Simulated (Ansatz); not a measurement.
# Si₆C: competing structures

Theory: Ansatz, DFT PBE, scalar-relativistic, plane waves, PAW. Settings: cutoff 420 eV, Γ-centred meshes spaced at most about 0.3 Å⁻¹, and about 0.25 Å⁻¹ or finer for metals (2π included), Gaussian smearing. No spin polarisation.

Formation energies are uncorrected and refer to the elements' standard structures at the same level.

These are static total energies at zero pressure. Only the structures computed here compete, so a lower one can exist. Kohn–Sham gaps at this level usually fall short of measured ones. The zero gap of I4_1/amd may come from the functional, which often closes small gaps. The reference form of C is held partly by dispersion forces, which this level lacks.

Invented guesses were relaxed alike, and ends that match in structure were merged. ΔE counts from the first row. Coordination counts Si atoms around C (those within 1.25 times the shortest such distance or 1.15 times the sum of covalent radii, 1.27 where that leaves under three; a plus sign parts nearer from farther groups; the shortest distance is added where it exceeds 1.18 times the sum of covalent radii). The ends were matched against large subsets of the Crystallography Open Database and the Materials Project, so a missing match doesn't prove that a structure is unreported.

| # | reached from | type and space group | atoms | Å³/atom | coordination | ΔE (meV/atom) | gap on mesh (eV) | in databases |
| --- | --- | --- | --- | --- | --- | --- | --- | --- |
| 1 | a cell proposed by chemical analogy | R-3 (No. 148) | 14 | 16.9 | C 3 | 0 | 0.57 | no match |
| 2 | a cell proposed by chemical analogy | I4_1/amd (No. 141) | 14 | 17.2 | C 4 | 31 | 0.00 | no match |
| 3 | a cell proposed by chemical analogy | R-3m (No. 166) | 14 | 17.5 | C 1+3 | 63 | 0.00 | no match |
| 4 | Zn6Mo type (Fm-3m) | Fm-3m (No. 225) | 7 | 14.2 | C 12 from 2.6 Å | 822 | 0.00 | no match |

The lowest: Space group R-3 (No. 148), trigonal, a = 9.600 Å, c = 8.914 Å. Si on its first site has 1 C at 2.00 Å and 3 Si at 2.35–2.41 Å; around Si on its second site lie 4 Si at 2.32–2.35 Å; around C lie 1 C at 1.59 Å and 3 Si at 2.00 Å. Its energy over the elements is +0.199 eV/atom. It can't be a ground state, since the elements alone are lower. An observed structure of this formula, if there is one, may be missing.

Space group R-3:H (No. 148). a = 9.600 Å, b = 9.600 Å, c = 8.914 Å, α = 90.00°, β = 90.00°, γ = 120.00°
```tsv
atom	site	symmetry	x	y	z
Si	18f	1	0.2081	0.1662	0.1790
Si	18f	1	0.0577	0.2385	0.5592
C	6c	3.	0.0000	0.0000	0.9109
```

The second: Space group I4_1/amd (No. 141), tetragonal, a = 3.635 Å, c = 36.457 Å. Si on its first site is surrounded by 4 Si at 2.31 Å; around Si on its second site lie 4 Si at 2.31–2.32 Å; Si on its third site has 2 C at 2.07 Å and 2 Si at 2.32 Å; C has 4 Si at 2.07 Å. Counting Si atoms around C, the first has C 3 and the second has C 4. The first holds Si–Si bonds in all directions (shortest 2.32 Å) and C–C pairs (shortest 1.59 Å); the second holds Si–Si nets (shortest 2.31 Å). Cells relaxed within their symmetry can be saddle points.

```cif
data_structure
_symmetry_space_group_name_H-M 'I4_1/amd:1'
_symmetry_Int_Tables_number 141
_cell_length_a 3.6352
_cell_length_b 3.6352
_cell_length_c 36.4572
_cell_angle_alpha 90.000
_cell_angle_beta 90.000
_cell_angle_gamma 90.000
_cell_volume 481.77
loop_
_atom_site_label
_atom_site_type_symbol
_atom_site_symmetry_multiplicity
_atom_site_Wyckoff_symbol
_atom_site_fract_x
_atom_site_fract_y
_atom_site_fract_z
_atom_site_occupancy
Si1 Si 8 e 0.00000 0.50000 0.39462 1
Si2 Si 8 e 0.00000 0.00000 0.43351 1
Si3 Si 8 e 0.50000 0.00000 0.47289 1
C1 C 4 a 0.00000 0.00000 0.00000 1
```

Some structure types and database cells were kept out of the candidates from the start, so a known form may be missing.
